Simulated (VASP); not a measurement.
# SiC (P6_3mc) in VASP: a series of runs, part 2 of 2

VASP 6.6.1. The steps go on from the part before.

## (4) Relaxation of cell and atoms, PBEsol, target pressure 40 GPa, at which the enthalpy is minimised

This run uses another cell than the first one, of 9.57 Å³/atom, 0.925 times its volume.

Input file INCAR:

```
ALGO     = Normal         # electronic algorithm
EDIFF    = 1E-6           # SCF threshold, eV
EDIFFG   = -0.01          # ionic threshold
ENCUT    = 600            # plane-wave cutoff, eV
GGA      = PS             # functional
IBRION   = 2              # ionic algorithm
ISIF     = 3              # what is computed and relaxed
ISMEAR   = -1             # smearing method
KPAR     = 4            
LASPH    = T              # aspherical terms in the spheres
LCHARG   = F              # write CHGCAR
LREAL    = F              # projectors in reciprocal space
LWAVE    = F              # write WAVECAR
NELM     = 100            # most SCF steps
NSW      = 60             # ionic steps
PREC     = Accurate       # precision mode
PSTRESS  = 400          
SIGMA    = 0.05           # smearing width, eV
```

Input file KPOINTS:

```
k-points
0
Gamma
  8 8 2
```

Input file POSCAR:

```
SiC                                     
1.0
    3.0013286058      0.0000000000      0.0000000000
   -1.5006643029      2.5992268177     -0.0000000000
    0.0000000000      0.0000000000     14.7218816759
  Si              C             
     6     6
Direct
     0.0000000000000000    0.0000000000000000    0.9999914394983270
     0.3333333332999970    0.6666666667000030    0.1666721104685528
     0.6666666667000030    0.3333333332999970    0.3331747782931693
     0.0000000000000000    0.0000000000000000    0.4999914394983272
     0.6666666667000030    0.3333333332999970    0.6666721104685528
     0.3333333332999970    0.6666666667000030    0.8331747782931693
     0.0000000000000000    0.0000000000000000    0.1252982403629845
     0.3333333332999970    0.6666666667000030    0.2916867267813241
     0.6666666667000030    0.3333333332999970    0.4581767045956351
     0.0000000000000000    0.0000000000000000    0.6252982403629844
     0.6666666667000030    0.3333333332999970    0.7916867267813240
     0.3333333332999970    0.6666666667000030    0.9581767045956350
```

The run is started by

```sh
> cat potpaw_PBE.64/Si/POTCAR potpaw_PBE.64/C/POTCAR > POTCAR
> mpirun -np 4 vasp_std > vasp.out
```

Wall time 71 s (4 MPI ranks of Intel Xeon Platinum 8488C (Sapphire Rapids), shared host); peak memory 0.28 GiB.

It converged, with:

```
Free energy                                            : -93.7049 eV
Relaxed volume                                         : 9.01 Å³/atom
Relaxed cell                                           : a = 2.941 Å, b = 2.941 Å, c = 14.425 Å, α = 90.00°, β = 90.00°, γ = 120.00°
Space group after relaxing (to 0.05 Å)                 : P6_3mc (No. 186)
Energy change on relaxing (the enthalpy is what falls) : +104.0 meV/atom
Ionic steps                                            : 7
Pressure after relaxing                                : 40.0 GPa
Largest force after relaxing                           : 0.009 eV/Å
Band gap on the k mesh                                 : 1.87 eV, indirect (least direct gap 3.00 eV)
```

Forces in eV/Å, atoms in the order of the input:
```
Si   0.000  0.000  0.001
Si   0.000  0.000 -0.009
Si   0.000  0.000 -0.004
Si   0.000  0.000  0.001
Si   0.000  0.000 -0.009
Si   0.000  0.000 -0.004
C    0.000  0.000  0.005
C    0.000  0.000 -0.003
C    0.000  0.000  0.009
C    0.000  0.000  0.005
C    0.000  0.000 -0.003
C    0.000  0.000  0.009
```

Step by step:
```
step  energy change (eV)  largest force (eV/Å)  pressure (GPa)  volume (Å³)
   1              0.0000                0.0064           20.05       114.85
   2              5.9963                0.0744           91.78        96.16
   3              1.1861                0.0210           39.17       108.34
   4              1.2413                0.0217           39.91       108.11
   5              1.2743                0.0222           40.35       107.98
   6              1.2075                0.0315           39.45       108.25
   7              1.2477                0.0090           39.99       108.09
```

Final structure:
```yaml
crystal:
  lattice:
    - [2.94144, 0.00000, 0.00000]
    - [-1.47072, 2.54736, 0.00000]
    - [0.00000, 0.00000, 14.42516]
  atoms:
    - { symbol: Si, position: [0.00000, 0.00000, 0.00002] }
    - { symbol: Si, position: [0.33333, 0.66667, 0.16665] }
    - { symbol: Si, position: [0.66667, 0.33333, 0.33317] }
    - { symbol: Si, position: [0.00000, 0.00000, 0.50002] }
    - { symbol: Si, position: [0.66667, 0.33333, 0.66665] }
    - { symbol: Si, position: [0.33333, 0.66667, 0.83317] }
    - { symbol: C, position: [0.00000, 0.00000, 0.12529] }
    - { symbol: C, position: [0.33333, 0.66667, 0.29168] }
    - { symbol: C, position: [0.66667, 0.33333, 0.45819] }
    - { symbol: C, position: [0.00000, 0.00000, 0.62529] }
    - { symbol: C, position: [0.66667, 0.33333, 0.79168] }
    - { symbol: C, position: [0.33333, 0.66667, 0.95819] }
```

Levels at points of the mesh, in eV from the valence-band top:
| k point | band 22 | band 23 | band 24 | band 25 | band 26 | band 27 |
| --- | --- | --- | --- | --- | --- | --- |
| (0.00, 0.00, 0.00) | -0.03 | 0.00 | 0.00 | 6.36 | 6.51 | 6.98 |
| (0.50, 0.00, 0.00) | -1.91 | -1.79 | -1.13 | 1.87 | 2.14 | 3.33 |
| (0.00, 0.00, 0.50) | -0.10 | -0.10 | -0.10 | 6.42 | 6.42 | 7.18 |
| (0.50, 0.00, 0.50) | -1.81 | -1.36 | -1.36 | 1.95 | 1.95 | 3.54 |

Caveat: the cell is relaxed towards a set pressure, so the enthalpy falls and the energy may rise; the PAW data sets were made with another functional, which shifts forces and pressure a little.

## (5) Relaxation of cell and atoms, PBEsol, target pressure 60 GPa, at which the enthalpy is minimised

This run uses another cell than the first one, of 9.01 Å³/atom, 0.870 times its volume.

Changes to INCAR since step 4:

```diff
@@ -16,3 +16,3 @@
 PREC     = Accurate       # precision mode
-PSTRESS  = 400          
+PSTRESS  = 600          
 SIGMA    = 0.05           # smearing width, eV
```

KPOINTS is that of step 4.

Input file POSCAR:

```
SiC                                     
1.0
    2.9414381308     -0.0000000000      0.0000000000
   -1.4707190654      2.5473601449      0.0000000000
   -0.0000000000      0.0000000000     14.4251557390
  Si              C             
     6     6
Direct
     0.0000000000000000    0.0000000000000000    0.0000182586423379
     0.3333333332999970    0.6666666667000030    0.1666493534614533
     0.6666666667000030    0.3333333332999970    0.3331664887509100
     0.0000000000000000    0.0000000000000000    0.5000182586423446
     0.6666666667000030    0.3333333332999970    0.6666493534614534
     0.3333333332999970    0.6666666667000030    0.8331664887509098
     0.0000000000000000    0.0000000000000000    0.1252938183219834
     0.3333333332999970    0.6666666667000030    0.2916840391719688
     0.6666666667000030    0.3333333332999970    0.4581880416513398
     0.0000000000000000    0.0000000000000000    0.6252938183219833
     0.6666666667000030    0.3333333332999970    0.7916840391719688
     0.3333333332999970    0.6666666667000030    0.9581880416513396
```

Potentials or basis: VASP PAW PBE potentials, release 64 (Si, C).

The run is started by

```sh
> cat potpaw_PBE.64/Si/POTCAR potpaw_PBE.64/C/POTCAR > POTCAR
> mpirun -np 4 vasp_std > vasp.out
```

OUTCAR:

```text
EDIFF = 1E-6
   EDIFFG = -0.01
   ENCUT = 600
   GGA = PS
   IBRION = 2
   ISIF = 3
   ISMEAR = -1
   LASPH = T
   LREAL = F
   NELM = 100
   NSW = 60
   PREC = Accurate
   PSTRESS = 600

 ion  position               nearest neighbor table
   1  0.000  0.000  0.000-  12 1.80  12 1.80  12 1.80   7 1.81   2 2.94   2 2.94   2 2.94   6 2.95
                             6 2.95   6 2.95
   2  0.333  0.667  0.167-   7 1.80   7 1.80   7 1.80   8 1.80   3 2.94   3 2.94   3 2.94   1 2.94
                             1 2.94   1 2.94
   3  0.667  0.333  0.333-   8 1.80   8 1.80   8 1.80   9 1.80   2 2.94   2 2.94   2 2.94   4 2.95
                             4 2.95   4 2.95
   4  0.000  0.000  0.500-   9 1.80   9 1.80   9 1.80  10 1.81   5 2.94   5 2.94   5 2.94   3 2.95
                             3 2.95   3 2.95
   5  0.667  0.333  0.667-  10 1.80  10 1.80  10 1.80  11 1.80   6 2.94   6 2.94   6 2.94   4 2.94
                             4 2.94   4 2.94
   6  0.333  0.667  0.833-  11 1.80  11 1.80  11 1.80  12 1.80   5 2.94   5 2.94   5 2.94   1 2.95
                             1 2.95   1 2.95
   7  0.000  0.000  0.125-   2 1.80   2 1.80   2 1.80   1 1.81
   8  0.333  0.667  0.292-   3 1.80   3 1.80   3 1.80   2 1.80
   9  0.667  0.333  0.458-   4 1.80   4 1.80   4 1.80   3 1.80
  10  0.000  0.000  0.625-   5 1.80   5 1.80   5 1.80   4 1.81
  11  0.667  0.333  0.792-   6 1.80   6 1.80   6 1.80   5 1.80
  12  0.333  0.667  0.958-   1 1.80   1 1.80   1 1.80   6 1.80

  LATTYP: Found a hexagonal cell.
 ALAT       =     2.9414381308
 C/A-ratio  =     4.9041166591

  Lattice vectors:

 A1 = (   2.9414381308,   0.0000000000,   0.0000000000)
 A2 = (  -1.4707190654,   2.5473601449,   0.0000000000)
 A3 = (   0.0000000000,   0.0000000000,  14.4251557390)

Analysis of symmetry for initial positions (statically):
=====================================================================
 Subroutine PRICEL returns:
 Original cell was already a primitive cell.

 Routine SETGRP: Setting up the symmetry group for a
 hexagonal supercell.

 Subroutine GETGRP returns: Found 12 space group operations
 (whereof  6 operations were pure point group operations)
 out of a pool of 24 trial point group operations.

The static configuration has the point symmetry C_3v.
[... 142 lines left out ...]
   NUPDOWN=      -1.0000    fix difference up-down
   EMIN   =  10.00;   EMAX   =-10.00  energy-range for DOS
   EFERMI =   0.00;   METHOD = LEGACY
   ISMEAR =    -1;   SIGMA  =   0.05  broadening in eV -4-tet -1-fermi 0-gaus
   EFERMI_NEDOS =   21; number of points for ismear=-14 and -15
   IALGO  =     38    algorithm
   IMIX   =      4    mixing-type and parameters
     AMIX     =   0.40;   BMIX     =  1.00
     AMIX_MAG =   1.60;   BMIX_MAG =  1.00
  volume/ion in A,a.u.               =       9.01        60.78
  Fermi-wavevector in a.u.,A,eV,Ry     =   1.249008  2.360282 21.225357  1.560020
  Thomas-Fermi vector in A             =   2.383068
   LORBIT       =      0    0 simple, 1 ext, 2 COOP (PROOUT), +10 PAW based schemes
   GGA     = PS    functional components
   LHFCALC =     F    Hartree Fock is set to
   AEXX    =    0.0000 exact exchange contribution
   IVDW    =     0    specifies the selected vdW correction
   LEPSILON=     F    determine dielectric tensor
   LRPA    =     F    only Hartree local field effects (RPA)
 conjugate gradient relaxation of ions
 non-spin polarized calculation
  energy-cutoff  :      600.00
  volume of cell :      108.09
 maximum number of plane-waves:      3648
 NGX is ok and might be reduce to    24
   NGX = 11   NGY = 11   NGZ = 57

--------------------------------------- Ionic step        1  -------------------------------------------

 number of electron      48.0000001 magnetization

 Free energy of the ion-electron system (eV)
  ---------------------------------------------------
  ext. energy  EPLUGINS =         0.00000000
  ---------------------------------------------------
  free energy    TOTEN  =       -93.69613862 eV

  energy without entropy =      -93.69613862  energy(sigma->0) =      -93.69613862

------------------------ aborting loop because EDIFF is reached ----------------------------------------

  FORCE on cell =-STRESS in cart. coord.  units (eV):
  Direction    XX          YY          ZZ          XY          YZ          ZX
  --------------------------------------------------------------------------------------
  -------------------------------------------------------------------------------------
  Total       27.0169426     27.0169426     26.9857021      0.0000000      0.0000000      0.0000000
  in kB      400.4757316    400.4757316    400.0126498      0.0000000      0.0000000      0.0000000
  external PRESSURE =    -199.6786290 kB  Pullay stress =     600.0000000 kB
[... 371 lines left out ...]
--------------------------------------- Ionic step        9  -------------------------------------------

 number of electron      48.0000000 magnetization

 Free energy of the ion-electron system (eV)
  ---------------------------------------------------
  ext. energy  EPLUGINS =         0.00000000
  ---------------------------------------------------
  free energy    TOTEN  =       -92.04895998 eV

  energy without entropy =      -92.04895997  energy(sigma->0) =      -92.04895998

 E-fermi :  11.3001     XC(G=0): -12.3364

 val. band max:       10.3698869673   @ k =   0.0000   0.0000   0.0000
 cond. band min:      12.2278605756   @ k =   0.5000   0.0000   0.0000
 fundamental gap:      1.8579736083
 Fermi energy:        11.3001026625

 k-point     1 :       0.0000    0.0000    0.0000
  band No.  band energies     occupation
      1      -6.6740      2.00000
      2      -6.0703      2.00000
      3      -6.0217      2.00000
      4      -4.2559      2.00000
      5      -4.2262      2.00000
      6      -2.2976      2.00000
[... 712 lines left out ...]
  energy  without entropy=      -92.0489599744  energy(sigma->0) =      -92.04895998

  enthalpy is  TOTEN    =       -53.5624044294 eV   P V=       38.4865555462

 reached required accuracy - stopping structural energy minimisation
```

Wall time 82 s (4 MPI ranks of Intel Xeon Platinum 8488C (Sapphire Rapids), shared host); peak memory 0.26 GiB.

Results:

| Property | Result |
| --- | --- |
| Free energy | -92.0490 eV |
| Relaxed volume | 8.56 Å³/atom |
| Relaxed cell | a = 2.893 Å, b = 2.893 Å, c = 14.181 Å, α = 90.00°, β = 90.00°, γ = 120.00° |
| Space group after relaxing (to 0.05 Å) | P6_3mc (No. 186) |
| Energy change on relaxing (the enthalpy is what falls) | +137.3 meV/atom |
| Ionic steps | 9 |
| Pressure after relaxing | 60.0 GPa |
| Band gap on the k mesh | 1.86 eV, indirect (least direct gap 2.99 eV) |

Step by step:
```csv
step,energy change (eV),largest force (eV/Å),pressure (GPa),volume (Å³)
1,0.0000,0.0089,40.03,108.09
2,7.8452,0.0738,120.38,91.46
3,1.5659,0.0181,59.10,102.99
4,1.6393,0.0188,59.91,102.79
5,1.6783,0.0192,60.34,102.69
6,1.5908,0.0327,59.36,102.92
7,1.6460,0.0103,59.98,102.77
8,1.6453,0.0102,59.97,102.78
9,1.6472,0.0020,59.99,102.77
```

Final structure:
```
Si C
1.0
     2.89280    0.00000    0.00000
    -1.44640    2.50524    0.00000
     0.00000    0.00000   14.18079
Si C
6 6
Direct
  0.00000 0.00000 0.00004
  0.33333 0.66667 0.16659
  0.66667 0.33333 0.33314
  0.00000 0.00000 0.50004
  0.66667 0.33333 0.66659
  0.33333 0.66667 0.83314
  0.00000 0.00000 0.12532
  0.33333 0.66667 0.29168
  0.66667 0.33333 0.45823
  0.00000 0.00000 0.62532
  0.66667 0.33333 0.79168
  0.33333 0.66667 0.95823
```

Levels at points of the mesh, in eV from the valence-band top:
| k point | band 20 | band 21 | band 22 | band 23 | band 24 | band 25 | band 26 | band 27 | band 28 | band 29 |
| --- | --- | --- | --- | --- | --- | --- | --- | --- | --- | --- |
| (0.00, 0.00, 0.00) | -0.31 | -0.31 | -0.03 | 0.00 | 0.00 | 6.84 | 6.97 | 7.47 | 7.85 | 7.85 |
| (0.50, 0.00, 0.00) | -2.44 | -1.98 | -1.94 | -1.83 | -1.13 | 1.86 | 2.15 | 3.42 | 4.07 | 5.04 |
| (0.00, 0.00, 0.50) | -0.66 | -0.10 | -0.10 | -0.10 | -0.10 | 6.89 | 6.89 | 7.66 | 7.66 | 7.97 |
| (0.50, 0.00, 0.50) | -2.61 | -1.83 | -1.83 | -1.38 | -1.38 | 1.95 | 1.95 | 3.62 | 3.62 | 5.59 |

Caveat: the cell is relaxed towards a set pressure, so the enthalpy falls and the energy may rise; the PAW data sets were made with another functional, which shifts forces and pressure a little. A hybrid or GW would open this gap; PBEsol tends to underestimate it.

## (6) The runs side by side

```csv
cell,target pressure,gap on the mesh (eV),pressure (GPa),largest force (eV/Å)
relaxed,-,1.91,0.0,-
relaxed to 20 GPa,20 GPa,1.89,20.0,0.01
relaxed to 40 GPa,40 GPa,1.87,40.0,0.01
relaxed to 60 GPa,60 GPa,1.86,60.0,-
```

Alike in all rows: task relaxation of cell and atoms; level PBEsol; potentials or basis VASP PAW PBE potentials, release 64 (Si, C); no spin polarisation; k mesh 8 × 8 × 2; cutoff (eV) 600; smearing fermi-dirac 0.05 eV.

Caveats: the PAW data sets were made with another functional, which shifts forces and pressure a little; the cell is relaxed towards a set pressure, so the enthalpy falls and the energy may rise (some runs).

Absolute energies hang on the potentials; compare differences alone.
